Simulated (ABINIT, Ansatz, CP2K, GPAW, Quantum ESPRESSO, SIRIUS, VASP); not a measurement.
# Ta2N: programs and potentials compared

```
CELL_PARAMETERS angstrom
3.11286 0.00000 0.00000
-1.55643 2.69582 0.00000
0.00000 0.00000 4.86984
ATOMIC_POSITIONS crystal
Ta 0.33333 0.66667 0.25471
Ta 0.66667 0.33333 0.74529
N 0.00000 0.00000 0.00000
```

The cell comes from a database or a generator and needn't be the stable form of this composition.

Alike in all runs: task single point; functional PBE; k mesh 10 × 10 × 6; occupations fermi-dirac, width 0.05 eV; no spin polarisation; no spin-orbit coupling. Pressure is positive in compression and, in plane waves, holds the error of the finite cutoff, which Ansatz's Pulay term estimates and takes out.

```tsv
program and potentials	plane-wave cutoff (eV)	notes	pressure (GPa)
Ansatz, Ansatz PAW	420	10.33 valence electrons an atom on average; Pulay term of +0.28 GPa included	-1.27
Ansatz, all-electron LAPW, scalar-relativistic	-	-	-1.17
VASP, PBE PAW files N, Ta_pv, 520 eV	520	9 valence electrons an atom on average	-0.85
Quantum ESPRESSO, SSSP 1.3 efficiency PBE	816	10.33 valence electrons an atom on average	-1.52
ABINIT, JTH PAW PBE v2.0	707	10.33 valence electrons an atom on average	-1.41
SIRIUS, PseudoDojo 0.4.1 PBE standard (scalar relativistic)	1152	10.33 valence electrons an atom on average	-1.35
GPAW, GPAW PAW data sets (gpaw-data 1.2.1)	800	10.33 valence electrons an atom on average	-1.07
CP2K, POTENTIAL_UZH Ta GTH-PBE-q13, N GTH-PBE-q5; TZVP-MOLOPT-PBE-GTH basis	-	atomic basis; 10.33 valence electrons an atom on average	-3.55
```

Force on atom 1 (Ta), eV/Å:

| program and potentials | x | y | z |
| --- | --- | --- | --- |
| VASP, PBE PAW files N, Ta_pv, 520 eV | 0.000 | 0.000 | 0.027 |
| GPAW, GPAW PAW data sets (gpaw-data 1.2.1) | 0.000 | 0.000 | 0.028 |
| CP2K, POTENTIAL_UZH Ta GTH-PBE-q13, N GTH-PBE-q5; TZVP-MOLOPT-PBE-GTH basis | 0.000 | 0.000 | -0.119 |

The pressure spans -3.55 (CP2K, POTENTIAL_UZH Ta GTH-PBE-q13, N GTH-PBE-q5; TZVP-MOLOPT-PBE-GTH basis) to -0.85 GPa (VASP, PBE PAW files N, Ta_pv, 520 eV), with all-electron results at -1.17. Rows in atomic bases carry the error of their basis and grid, which can be large.

The functional is the same throughout but for its coding, so the spread measures potentials, basis and numerics; runs on potential files found faulty are left out.
